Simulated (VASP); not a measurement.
# Cd: nudged elastic band

Cd, defect, 15 atoms in the cell. PBE, nudged elastic band; PAW potentials Cd (PBE set).

Path: a Cd atom hops into a neighbouring Cd vacancy; Moving images: 1.

## Input

INCAR.step1:
```
SYSTEM = Cd
PREC = Normal
ENCUT = 300
EDIFF = 1E-6
ISMEAR = 1
SIGMA = 0.1
LREAL = .False.
LASPH = .True.
NELM = 100
ALGO = Normal
LWAVE = .False.
LCHARG = .False.
IBRION = 2
NSW = 100
ISIF = 2
EDIFFG = -0.02
POTIM = 0.5
KPAR = 8
```

INCAR.step3, as INCAR.step1 but for:
```
- IBRION = 2
- ISIF = 2
- EDIFFG = -0.02
- POTIM = 0.5
+ IBRION = 1
+ POTIM = 0.3
+ EDIFFG = -0.05
+ SPRING = -5
+ IMAGES = 1
```

KPOINTS:
```
k-points
0
Gamma
  4 4 4
```

00/POSCAR:
```
Cd
1.0
   -3.2160583030     -1.8567921270      9.7971496400
    3.2160583030     -1.8567921270      9.7971496400
    0.0000000000      3.7135842540      9.7971496400
Cd
15
Direct
    0.5000000000      0.0000000000      0.0000000000
    0.0000000000      0.5000000000      0.0000000000
    0.0000000000      0.0000000000      0.5000000000
    0.2502530794      0.2502530794      0.2502530794
    0.5000000000      0.5000000000      0.0000000000
    0.5000000000      0.0000000000      0.5000000000
    0.7568068793      0.2425877199      0.2425877199
    0.0000000000      0.5000000000      0.5000000000
    0.2425877199      0.7568068793      0.2425877199
    0.2425877199      0.2425877199      0.7568068793
    0.5000000000      0.5000000000      0.5000000000
    0.7574122801      0.7574122801      0.2431931207
    0.7574122801      0.2431931207      0.7574122801
    0.2431931207      0.7574122801      0.7574122801
    0.7497469206      0.7497469206      0.7497469206
```

01/POSCAR:
```
Cd
1.0
   -3.2160583030     -1.8567921270      9.7971496400
    3.2160583030     -1.8567921270      9.7971496400
    0.0000000000      3.7135842540      9.7971496400
Cd
15
Direct
    0.4915401237      0.0082067903      0.0082067903
   -0.0120394644      0.5046272023      0.0117367559
   -0.0120394644      0.0117367559      0.5046272023
    0.2417932063      0.2584598730      0.2584598730
    0.4953727977      0.5049299108      0.0120394644
    0.4953727977      0.0120394644      0.5049299108
    0.8666666837      0.1333333244      0.1333333244
   -0.0082067903      0.5084598763      0.5084598763
    0.2379605266      0.7617367730      0.2546271933
    0.2379605266      0.2546271933      0.7617367730
    0.4950700892      0.5046272023      0.5046272023
    0.7453728067      0.7620394734      0.2549298937
    0.7453728067      0.2549298937      0.7620394734
    0.2382632270      0.7620394734      0.7620394734
    0.7415401270      0.7582067937      0.7582067937
```

02/POSCAR:
```
Cd
1.0
   -3.2160583030     -1.8567921270      9.7971496400
    3.2160583030     -1.8567921270      9.7971496400
    0.0000000000      3.7135842540      9.7971496400
Cd
15
Direct
    0.4830802473      0.0164135806      0.0164135806
   -0.0240789288      0.5092544045      0.0234735118
   -0.0240789288      0.0234735118      0.5092544045
    0.2333333333      0.2666666667      0.2666666667
    0.4907455955      0.5098598215      0.0240789288
    0.4907455955      0.0240789288      0.5098598215
    0.9765264882      0.0240789288      0.0240789288
   -0.0164135806      0.5169197527      0.5169197527
    0.2333333333      0.7666666667      0.2666666667
    0.2333333333      0.2666666667      0.7666666667
    0.4901401785      0.5092544045      0.5092544045
    0.7333333333      0.7666666667      0.2666666667
    0.7333333333      0.2666666667      0.7666666667
    0.2333333333      0.7666666667      0.7666666667
    0.7333333333      0.7666666667      0.7666666667
```

POSCAR.step1:
```
Cd
1.0
   -3.2160583030     -1.8567921270      9.7971496400
    3.2160583030     -1.8567921270      9.7971496400
    0.0000000000      3.7135842540      9.7971496400
Cd
15
Direct
    0.5000000000      0.0000000000      0.0000000000
    0.0000000000      0.5000000000      0.0000000000
    0.0000000000      0.0000000000      0.5000000000
    0.2500000000      0.2500000000      0.2500000000
    0.5000000000      0.5000000000      0.0000000000
    0.5000000000      0.0000000000      0.5000000000
    0.7500000000      0.2500000000      0.2500000000
    0.0000000000      0.5000000000      0.5000000000
    0.2500000000      0.7500000000      0.2500000000
    0.2500000000      0.2500000000      0.7500000000
    0.5000000000      0.5000000000      0.5000000000
    0.7500000000      0.7500000000      0.2500000000
    0.7500000000      0.2500000000      0.7500000000
    0.2500000000      0.7500000000      0.7500000000
    0.7500000000      0.7500000000      0.7500000000
```

POSCAR.step2:
```
Cd
1.0
   -3.2160583030     -1.8567921270      9.7971496400
    3.2160583030     -1.8567921270      9.7971496400
    0.0000000000      3.7135842540      9.7971496400
Cd
15
Direct
    0.5000000000      0.0000000000      0.0000000000
    0.0000000000      0.5000000000      0.0000000000
    0.0000000000      0.0000000000      0.5000000000
    0.2500000000      0.2500000000      0.2500000000
    0.5000000000      0.5000000000      0.0000000000
    0.5000000000      0.0000000000      0.5000000000
    1.0000000000      0.0000000000      0.0000000000
    0.0000000000      0.5000000000      0.5000000000
    0.2500000000      0.7500000000      0.2500000000
    0.2500000000      0.2500000000      0.7500000000
    0.5000000000      0.5000000000      0.5000000000
    0.7500000000      0.7500000000      0.2500000000
    0.7500000000      0.2500000000      0.7500000000
    0.2500000000      0.7500000000      0.7500000000
    0.7500000000      0.7500000000      0.7500000000
```

Commands (each step's output is kept before the next begins):
```
cat potpaw_PBE.64/Cd/POTCAR > POTCAR
cp INCAR.step1 INCAR
cp POSCAR.step1 POSCAR
mpirun -np 8 vasp_std > vasp.out
cp POSCAR.step2 POSCAR
mpirun -np 8 vasp_std > vasp.out
# 00 and 02 hold the relaxed ends; the images between are interpolated (pair-distance (IDPP))
cp INCAR.step3 INCAR
mpirun -np 8 vasp_std > vasp.out
```

## Result

- Barrier (eV): 0.142
- Barrier of the reverse step (eV): 0.142
- Energy of the second end over the first (eV): 0.000
- Top of the path (share of its length): 0.50
- Length of the path (Å): 3.00
- Steps of the band: 11
- Ionic steps, all stages: 25
- Electronic steps, all stages: 181

Energy along the relaxed band:

| Image | Distance along the path (Å) | Energy above the first end (eV) | Slope along the path (eV/Å) | Largest force across the path (eV/Å) |
|---|---|---|---|---|
| 0 | 0.000 | 0.000 | relaxed end |  |
| 1 | 1.502 | 0.142 | 0.000 | 0.044 |
| 2 | 3.004 | 0.000 | relaxed end |  |

The cell is Cd (16 atoms) with one Cd atom missing.

The two ends have the same energy within 0.01 eV.

Limits: the cell holds 15 atoms, so the vacancy or interstitial meets its own images and the barrier isn't that of a lone defect; the atom stays on the straight, symmetric line between the sites, so the barrier is an upper bound: a way around it wasn't tried; a single image in the middle can't show two humps with a dip between them, and says nothing of the springs.

VASP 6.6.1 took 1251 s on 8 cores (AMD EPYC 7R13 (Zen 3)), a shared host.
